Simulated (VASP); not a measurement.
Here is a VASP 6.6.1 calculation.

Contents of run.py:

```python
from ase.calculators.vasp import Vasp
from ase.dft.bandgap import bandgap
from ase.io import read

atoms = read('POSCAR')
atoms.set_initial_magnetic_moments([6.0])
calc = Vasp(
    directory='calc',
    xc='lda',
    pp='PBE',
    setups={'base': 'minimal', 'Tb': '_3'},
    prec='Accurate',
    encut=600,
    ediff=1e-06,
    ismear=0,
    sigma=0.05,
    lreal=False,
    lasph=True,
    nelm=100,
    algo='Fast',
    isif=2,
    lwave=False,
    lcharg=True,
    ispin=2,
    lorbit=11,
    lmaxmix=6,
    lelf=True,
    lvhar=True,
    kpts=[9, 9, 9],
    gamma=True,
    nbands=14,
)
atoms.calc = calc

print('energy (eV):', atoms.get_potential_energy())
print('free energy (eV):', atoms.get_potential_energy(force_consistent=True))
print('forces (eV/A):')
print(atoms.get_forces())
print('stress (eV/A^3, Voigt):', atoms.get_stress())
print('Fermi level (eV):', calc.get_fermi_level())
print('moment (muB):', atoms.get_magnetic_moment())
print('site moments (muB):', atoms.get_magnetic_moments())
gap, top, bottom = bandgap(calc)
print('band gap (eV):', gap, 'from (spin, k, band)', top, 'to', bottom)
```

POSCAR

```
Tb
1.0
   -2.0100000000      2.0100000000      2.0100000000
    2.0100000000     -2.0100000000      2.0100000000
    2.0100000000      2.0100000000     -2.0100000000
Tb
1
Direct
    0.0000000000      0.0000000000      0.0000000000
```

Potentials or basis: VASP PAW PBE potentials, release 64 (Tb_3), 4f in core.

The run is started by

```sh
$ python run.py
```

Predict the band gap on the k mesh.

none (metal or under the smearing width).

Predict the net moment.

0.01 μB per cell.

Predict the pressure.

-0.1 GPa.

Caveat: ASE's xc='lda' writes no GGA tag, so the PBE potentials set the functional and the run is PBE; the magnetic or orbital state may not be the lowest; spin-orbit coupling is left out, which moves the levels of the heavy elements; the 4f electrons are frozen in the core as for a trivalent ion, so they carry no moment and show no levels. The state reached can hang on the start; a lower one may exist.
